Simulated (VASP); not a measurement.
## AlN (strained measured structure): a r²SCAN single-point calculation in VASP

INCAR

```
LCHARG = .FALSE.
NELM = 120
ISIF = 2
METAGGA = R2SCAN
NSW = 0
ALGO = Normal
LREAL = .FALSE.
SIGMA = 0.01
ISMEAR = 0
LASPH = .TRUE.
PREC = Accurate
LWAVE = .FALSE.
IBRION = -1
EDIFF = 1E-7
ENCUT = 520
NBANDS = 16
```

KPOINTS

```
KPOINTS created by Atomic Simulation Environment
0
Gamma
12 12 6
0 0 0
```

KPOINTS_OPT

```
special points
6
Reciprocal
0.0000000000 0.0000000000 0.0000000000 1
0.5000000000 0.0000000000 0.0000000000 1
0.3333333333 0.3333333333 0.0000000000 1
0.0000000000 0.0000000000 0.5000000000 1
0.5000000000 0.0000000000 0.5000000000 1
0.3333333333 0.3333333333 0.5000000000 1
```

POSCAR

```
Al N
 1.0000000000000000
     3.0675501517259760    0.0000000000288676    0.0000000000000000
    -1.5337750758879880    2.6565763587630706    0.0000000000000000
     0.0000000000000000    0.0000000000000000    4.9785885508999996
 Al  N
   2   2
Cartesian
 -0.0000000000166668  1.7710509058516695  0.0015503035080762
  1.5337750758546547  0.8855254529402685  2.4908445789580753
 -0.0000000000166668  1.7710509058516695  1.8903133458339236
  1.5337750758546547  0.8855254529402685  4.3796076212839230
```

VASP ran with the recommended PBE PAW datasets (16 valence electrons in the cell).

Command

```
mpirun -np 1 vasp_std
```

From OUTCAR

```
k-points           NKPTS =     76   k-points in BZ     NKDIM =     76   number of bands    NBANDS=     16

   NELECT =      16.0000    total number of electrons

   dimension x,y,z NGX =    24 NGY =   24 NGZ =   40
   dimension x,y,z NGXF=    48 NGYF=   48 NGZF=   80

  energy-cutoff  :      520.00
  volume of cell :       40.57
      direct lattice vectors                 reciprocal lattice vectors
     3.067550152  0.000000000  0.000000000     0.325993040  0.188212170  0.000000000
    -1.533775076  2.656576359  0.000000000    -0.000000000  0.376424339  0.000000000
     0.000000000  0.000000000  4.978588551     0.000000000  0.000000000  0.200860141

 k-points in reciprocal lattice and weights: KPOINTS created by Atomic Simulation Env
   0.00000000  0.00000000  0.00000000       0.001
   0.08333333 -0.00000000  0.00000000       0.007
   0.16666667 -0.00000000  0.00000000       0.007
   0.25000000 -0.00000000  0.00000000       0.007
   0.33333333 -0.00000000  0.00000000       0.007
   0.41666667 -0.00000000  0.00000000       0.007
   0.50000000 -0.00000000  0.00000000       0.003
   0.08333333  0.08333333  0.00000000       0.007
   ...

 E-fermi :   6.1436

 k-point     1 :       0.0000    0.0000    0.0000
  band No.  band energies     occupation
      1      -9.9722      2.00000
      2      -7.8260      2.00000
      3      -0.0716      2.00000
      4       5.3355      2.00000
      5       5.3355      2.00000
      6       5.9650      2.00000
      7       5.9650      2.00000
      8       6.0780      2.00000
      9      11.3022      0.00000
     10      14.0559      0.00000
     11      17.9070      0.00000
     12      18.5277      0.00000
     13      18.5277      0.00000
     14      20.2511      0.00000
     15      20.6242      0.00000
     16      20.6242      0.00000

 k-point     2 :       0.0833   -0.0000    0.0000
  band No.  band energies     occupation
      1      -9.8792      2.00000
      2      -7.7719      2.00000
      3       0.0397      2.00000
      4       4.9141      2.00000
      5       5.2133      2.00000
      6       5.5572      2.00000
      7       5.9510      2.00000
      8       6.0430      2.00000
      9      11.7110      0.00000
     10      14.4342      0.00000
     11      17.4691      0.00000
     12      17.8718      0.00000
     13      18.8086      0.00000
     14      20.2239      0.00000
     15      20.5241      0.00000
     16      20.6567      0.00000

 k-point     3 :       0.1667   -0.0000    0.0000
  band No.  band energies     occupation
      1      -9.6086      2.00000
      2      -7.6235      2.00000
      3       0.3676      2.00000
      4       3.8751      2.00000
      5       4.6604      2.00000
      6       4.9269      2.00000
      7       5.8789      2.00000
      8       5.9176      2.00000
      9      12.5701      0.00000
     10      15.1182      0.00000
     11      16.2560      0.00000
     12      17.1063      0.00000
     13      19.5890      0.00000
     14      19.7128      0.00000
     15      19.7847      0.00000
     16      20.0378      0.00000

 k-point     4 :       0.2500   -0.0000    0.0000
  band No.  band energies     occupation
      1      -9.1887      2.00000
      2      -7.4259      2.00000
      3       0.8919      2.00000
      4       2.6490      2.00000
      5       3.6483      2.00000
      6       4.5980      2.00000
      7       5.6629      2.00000
      8       5.7468      2.00000
      9      13.2824      0.00000
     10      14.7031      0.00000
     11      15.2185      0.00000
     12      17.5304      0.00000
     13      18.8754      0.00000
     14      19.1959      0.00000
     15      19.5334      0.00000
     16      20.7946      0.00000

 k-point     5 :       0.3333   -0.0000    0.0000
  band No.  band energies     occupation
      1      -8.6764      2.00000
      2      -7.2570      2.00000
      3       1.5558      2.00000
      4       1.5680      2.00000
      5       2.7339      2.00000
      6       4.3119      2.00000
      7       5.2397      2.00000
      8       5.6011      2.00000
      9      13.3067      0.00000
     10      13.5782      0.00000
     11      15.1973      0.00000
     12      17.7323      0.00000
     13      18.5779      0.00000
     14      19.1780      0.00000
     15      19.5106      0.00000
     16      22.0416      0.00000

 k-point     6 :       0.4167   -0.0000    0.0000
  band No.  band energies     occupation
      1      -8.1809      2.00000
      2      -7.2048      2.00000
      3       0.8086      2.00000
      4       2.0746      2.00000
      5       2.2997      2.00000
      6       4.1214      2.00000
      7       4.6842      2.00000
      8       5.4918      2.00000
      9      12.8144      0.00000
     10      13.0206      0.00000
     11      15.3980      0.00000
     12      17.5918      0.00000
     13      18.1968      0.00000
     14      19.5919      0.00000
     15      19.9744      0.00000
     16      22.8560      0.00000

 k-point     7 :       0.5000   -0.0000    0.0000
  band No.  band energies     occupation
      1      -7.9342      2.00000
      2      -7.2393      2.00000
      3       0.5441      2.00000
      4       1.8412      2.00000
      5       2.7029      2.00000
      6       4.0549      2.00000
      7       4.3313      2.00000
      8       5.4515      2.00000
      9      12.5658      0.00000
     10      12.8800      0.00000
     11      15.4575      0.00000
     12      17.5823      0.00000
     13      18.0686      0.00000
     14      19.6982      0.00000
     15      20.2246      0.00000
     16      22.7059      0.00000

 k-point     8 :       0.0833    0.0833    0.0000
  band No.  band energies     occupation
      1      -9.6973      2.00000
      2      -7.6705      2.00000
      3       0.2594      2.00000
      4       4.3173      2.00000
      5       4.5922      2.00000
      6       5.2773      2.00000
      7       5.8291      2.00000
      8       5.9624      2.00000
      9      12.3425      0.00000
     10      15.0396      0.00000
     11      16.7187      0.00000
     12      17.0241      0.00000
     13      19.3784      0.00000
     14      19.6068      0.00000
     15      20.0306      0.00000
     16      20.6925      0.00000

 k-point     9 :       0.1667    0.0833    0.0000
  band No.  band energies     occupation
      1      -9.3513      2.00000
      2      -7.4965      2.00000
      3       0.6861      2.00000
      4       3.2631      2.00000
      5       3.7708      2.00000
      6       4.8416      2.00000
      7       5.6490      2.00000
      8       5.7750      2.00000
      9      13.1786      0.00000
     10      15.4191      0.00000
     11      15.5073      0.00000
     12      16.6877      0.00000
     13      18.8646      0.00000
     14      19.2955      0.00000
     15      20.0724      0.00000
     16      20.5543      0.00000

 k-point    10 :       0.2500    0.0833    0.0000
  band No.  band energies     occupation
      1      -8.8822      2.00000
      2      -7.3106      2.00000
      3       1.2896      2.00000
      4       2.1122      2.00000
      5       3.0009      2.00000
      6       4.3563      2.00000
      7       5.4387      2.00000
      8       5.4628      2.00000
      9      13.6442      0.00000
     10      14.1466      0.00000
     11      15.2351      0.00000
     12      17.4542      0.00000
     13      18.3390      0.00000
     14      18.9773      0.00000
     15      19.7962      0.00000
     16      21.6236      0.00000

 k-point    11 :       0.3333    0.0833    0.0000
  band No.  band energies     occupation
      1      -8.3675      2.00000
      2      -7.2002      2.00000
      3       1.1904      2.00000
      4       2.0020      2.00000
      5       2.3468      2.00000
      6       3.9891      2.00000
      7       4.9441      2.00000
      8       5.2982      2.00000
      9      13.0829      0.00000
     10      13.5482      0.00000
     11      15.4444      0.00000
     12      17.5650      0.00000
     13      18.1052      0.00000
     14      19.6038      0.00000
     15      19.6530      0.00000
     16      22.4292      0.00000

 k-point    12 :       0.4167    0.0833    0.0000
  band No.  band energies     occupation
      1      -7.9599      2.00000
      2      -7.2179      2.00000
      3       0.6799      2.00000
      4       1.9539      2.00000
      5       2.6493      2.00000
      6       3.7970      2.00000
      7       4.4194      2.00000
      8       5.2041      2.00000
      9      12.5712      0.00000
     10      13.3154      0.00000
     11      15.6257      0.00000
     12      17.5226      0.00000
     13      18.0051      0.00000
     14      19.6558      0.00000
     15      20.2067      0.00000
     16      22.8407      0.00000

 ...

  Total        1.7483901      1.7483901      0.6146780     -0.0000000     -0.0000000     -0.0000000
  in kB       69.0444381     69.0444381     24.2738167     -0.0000000     -0.0000000     -0.0000000
  external PRESSURE =      54.1208977 kB  Pullay stress =       0.0000000 kB

 POSITION                                       TOTAL-FORCE (eV/Angst)
 -----------------------------------------------------------------------------------
     -0.00000      1.77105      0.00155         0.000000     -0.000000     -0.002895
      1.53378      0.88553      2.49084        -0.000000      0.000000     -0.002895
     -0.00000      1.77105      1.89031        -0.000000      0.000000      0.002895
      1.53378      0.88553      4.37961         0.000000     -0.000000      0.002895
 -----------------------------------------------------------------------------------
    total drift:                               -0.000000     -0.000000     -0.022446

  FREE ENERGIE OF THE ION-ELECTRON SYSTEM (eV)
  ---------------------------------------------------
  free  energy   TOTEN  =       -38.4344129557 eV

  energy  without entropy=      -38.4344129557  energy(sigma->0) =      -38.43441296
```

| Quantity | Value |
| --- | --- |
| gap between bands v and c | 5.22 eV |
| least direct gap | 5.22 eV |
| pressure | 5.4 GPa |

Band v is the last that the valence electrons fill when counted band by band, and c is the next.

The run took about 2.2 min on one core of a shared host (Intel Xeon Platinum 8488C) and held 0.21 GiB at most.
